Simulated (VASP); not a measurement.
# TiAl: RPA correlation energy with PBE

Crystal: TiAl.

```
CELL_PARAMETERS angstrom
3.15645 0.00000 0.00000
0.00000 3.15645 0.00000
0.00000 0.00000 3.15645
ATOMIC_POSITIONS crystal
Ti 0.00000 0.00000 0.00000
Al 0.50000 0.50000 0.50000
```

The cell comes from a database or a generator and needn't be the stable form of this composition.

```yaml
Program: VASP 6.6.1
Task: RPA correlation energy
Functional: PBE
Potentials_or_basis: VASP PAW PBE potentials, release 64 (Ti_sv_GW, Al_GW)
Cutoff: 450 eV
k_mesh: 6 × 6 × 6
Occupations: gaussian, width 0.05 eV
Spin: no spin polarisation
Cutoff_of_the_response_function: 250
Frequency_points: 12
Further_INCAR_settings: ALGO = ACFDT; EDIFF = 1e-08; NBANDS = 696
```

```yaml
Band_gap_on_the_k_mesh_mean-field_level: none (metal or under the smearing width)
RPA_correlation_energy: -14.175 eV/atom
RPA_total_energy_per_cell: -51.223 eV
RPA_correlation_energy_per_cell: -28.350 eV
```

Levels at points of the mesh, in eV from the Fermi level:
```csv
k point,band 3,band 4,band 5,band 6,band 7,band 8,band 9,band 10,band 11
"(0.00, 0.00, 0.00)",-33.07,-33.07,-9.41,-1.53,-1.53,1.83,1.83,1.83,4.47
"(0.50, 0.00, 0.00)",-33.05,-33.05,-6.12,-5.30,-0.61,0.12,0.12,2.04,3.05
"(0.50, 0.50, 0.00)",-33.23,-33.03,-5.12,-2.16,-2.16,-1.53,0.69,0.69,2.78
"(0.50, 0.50, 0.50)",-33.20,-33.20,-3.20,-3.20,-3.20,0.70,2.92,2.94,2.94
```

Run time: 78 min on 1 thread of Intel(R) Xeon(R) 6975P-C (Granite Rapids), with other jobs on the host, peak memory 2.1 GiB.

Caveat: the ground state has no gap, which makes the many-body step unreliable.
